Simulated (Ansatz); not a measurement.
# SnO2: random displacements

Aim: for SnO2, see what random moves of the atoms cost.

Method: DFT LDA, scalar-relativistic, plane waves, PAW, in Ansatz 0.2.0.

**1. The structure to begin with**

The structure is orthorhombic, space group Pnnm (No. 58). The conventional cell has a = 4.788 Å, b = 4.867 Å, c = 3.241 Å, α = 90.00°, β = 90.00°, γ = 90.00°. Around Sn (site symmetry 2/m) lie 6 O at 2.09 to 2.10 Å. O (site symmetry m) is surrounded by 3 Sn at 2.09 to 2.10 Å.

Coordinates:

```
Sn O
1.0
     4.78800    0.00000    0.00000
     0.00000    4.86658    0.00000
     0.00000    0.00000    3.24090
Sn O
2 4
Direct
  0.50000 0.50000 0.50000
  0.00000 0.00000 0.00000
  0.29185 0.32104 0.00000
  0.79185 0.17896 0.50000
  0.20814 0.82104 0.50000
  0.70815 0.67896 0.00000
```

It goes back to an entry of the Materials Project, which need not be the stable form.

The cell is taken as given, not relaxed at this level.

**2. The reference cell**

Reference values: F = -13980.1857 eV; pressure -11.22 GPa; largest force 0.170 eV/Å; gap on the mesh 0.68 eV. It was computed beforehand with the settings of the runs below.

**3. The scan: random displacements**

All atoms are moved at random with no net shift, in some cells together with a random strain.

**4. At rms move = 0.205 Å**

Contents of input.yaml:

```yaml
crystal:
  lattice:
    - [4.788004, 0.0, 0.0]
    - [0.0, 4.866582, 0.0]
    - [0.0, 0.0, 3.240898]
  atoms:
    - { symbol: Sn, position: [0.5061135738, 0.5026718219, 0.4843921721] }
    - { symbol: Sn, position: [-0.0205815692, -0.0014112757, -0.0403131413] }
    - { symbol: O, position: [0.3519290239, 0.3335102983, 0.0278810104] }
    - { symbol: O, position: [0.7628735404, 0.2123363043, 0.4642244684] }
    - { symbol: O, position: [0.2094648144, 0.7891967382, 0.5531351812] }
    - { symbol: O, position: [0.6902006167, 0.6636961129, 0.0106803092] }
basis:
  ecutwfc: 420
kpoints:
  mp_grid: { grid: [6, 6, 8] }
hamiltonian:
  xc: lda
scf:
  occupations: { method: gaussian, width: 0.05 }
output:
  forces: true
  stress: true
  eigenvalues: true
```

The run is started by

```console
> ansatz run input.yaml --threads 2 --pin off --max-ram 5120MiB --backend cpu --events-out ev --progress --plain --runs-dir out
```

**5. rms move = 0.119 Å**

Contents of input.yaml:

```yaml
crystal:
  lattice:
    - [4.9700584835, -0.0471100802, 0.1371018975]
    - [-0.047883224, 5.1958769928, -0.1193896971]
    - [0.0928013564, -0.0795075128, 3.4953219366]
  atoms:
    - { symbol: Sn, position: [0.5249438329, 0.5296023883, 0.4835337493] }
    - { symbol: Sn, position: [-0.0139972752, -0.0264175278, 0.0097749828] }
    - { symbol: O, position: [0.2921714312, 0.3170072063, -0.0081286015] }
    - { symbol: O, position: [0.7882249666, 0.1607109814, 0.4966979463] }
    - { symbol: O, position: [0.1996454241, 0.843211137, 0.5077573977] }
    - { symbol: O, position: [0.7090116202, 0.6758858148, 0.0103645253] }
basis:
  ecutwfc: 420
kpoints:
  mp_grid: { grid: [6, 6, 8] }
hamiltonian:
  xc: lda
scf:
  occupations: { method: gaussian, width: 0.05 }
output:
  forces: true
  stress: true
  eigenvalues: true
```

**6. rms move = 0.274 Å**

Contents of input.yaml:

```yaml
crystal:
  lattice:
    - [4.7976836898, 0.0098367263, 0.0150600575]
    - [0.009998161, 4.8706663482, 0.0910910518]
    - [0.0101938324, 0.0606620432, 3.2622214154]
  atoms:
    - { symbol: Sn, position: [0.5011633646, 0.530444774, 0.5484821683] }
    - { symbol: Sn, position: [-0.0133767931, -0.0914667914, 0.0106967878] }
    - { symbol: O, position: [0.322948477, 0.3237924213, -0.0325973] }
    - { symbol: O, position: [0.7983033982, 0.1800714422, 0.5102616865] }
    - { symbol: O, position: [0.1637260856, 0.8282386781, 0.5277984363] }
    - { symbol: O, position: [0.7272354677, 0.7289194757, -0.0646417789] }
basis:
  ecutwfc: 420
kpoints:
  mp_grid: { grid: [6, 6, 8] }
hamiltonian:
  xc: lda
scf:
  occupations: { method: gaussian, width: 0.05 }
output:
  forces: true
  stress: true
  eigenvalues: true
```

**7. rms move = 0.459 Å**

Contents of input.yaml:

```yaml
crystal:
  lattice:
    - [4.7532267285, 0.0347743766, 0.0714187324]
    - [0.0353450739, 4.7642342549, 0.1500668651]
    - [0.0483418199, 0.0999369584, 3.2035739884]
  atoms:
    - { symbol: Sn, position: [0.4733951989, 0.4807206214, 0.5663960029] }
    - { symbol: Sn, position: [-0.0130169444, -0.0482547737, -0.0283004023] }
    - { symbol: O, position: [0.3706667068, 0.2979910718, 0.1062142391] }
    - { symbol: O, position: [0.79358008, 0.1641475972, 0.2741318816] }
    - { symbol: O, position: [0.2247671498, 0.8376269929, 0.5444273373] }
    - { symbol: O, position: [0.6506078088, 0.7677684903, 0.0371309414] }
basis:
  ecutwfc: 420
kpoints:
  mp_grid: { grid: [6, 6, 8] }
hamiltonian:
  xc: lda
scf:
  occupations: { method: gaussian, width: 0.05 }
output:
  forces: true
  stress: true
  eigenvalues: true
```

**8. rms move = 0.117 Å**

Contents of input.yaml:

```yaml
crystal:
  lattice:
    - [4.7621801702, -0.0984497812, 0.0447097415]
    - [-0.1000654831, 4.4829258067, 0.0284976026]
    - [0.0302630724, 0.0189779651, 3.4495261033]
  atoms:
    - { symbol: Sn, position: [0.4892328789, 0.4738365521, 0.4850067594] }
    - { symbol: Sn, position: [-0.0217898529, 0.0075930095, -0.0148089759] }
    - { symbol: O, position: [0.3118895252, 0.3252068238, 0.0018588744] }
    - { symbol: O, position: [0.8078280134, 0.2042254357, 0.5035134506] }
    - { symbol: O, position: [0.2128538007, 0.8040085283, 0.5018393572] }
    - { symbol: O, position: [0.6999856347, 0.6851296506, 0.0225905343] }
basis:
  ecutwfc: 420
kpoints:
  mp_grid: { grid: [6, 6, 8] }
hamiltonian:
  xc: lda
scf:
  occupations: { method: gaussian, width: 0.05 }
output:
  forces: true
  stress: true
  eigenvalues: true
```

(Steps that only read results are left out.)

What does the calculation give?

The runs gave:

```
      quantity                                      value
costliest cell  1176.0 meV/atom at an rms move of 0.274 Å
```

The cost runs from 135.5 to 1176.0 meV/atom. Energy over the square of the rms move lies between 4.6 and 33.0 eV/Å² per atom; a harmonic solid under isotropic random moves would keep it roughly constant, while strain and close contacts change it. The gap on the mesh stays between 0.04 and 0.68 eV. Where forces pass 15 eV/Å atoms stand far too close, the PAW spheres overlap strongly and those numbers are rough.
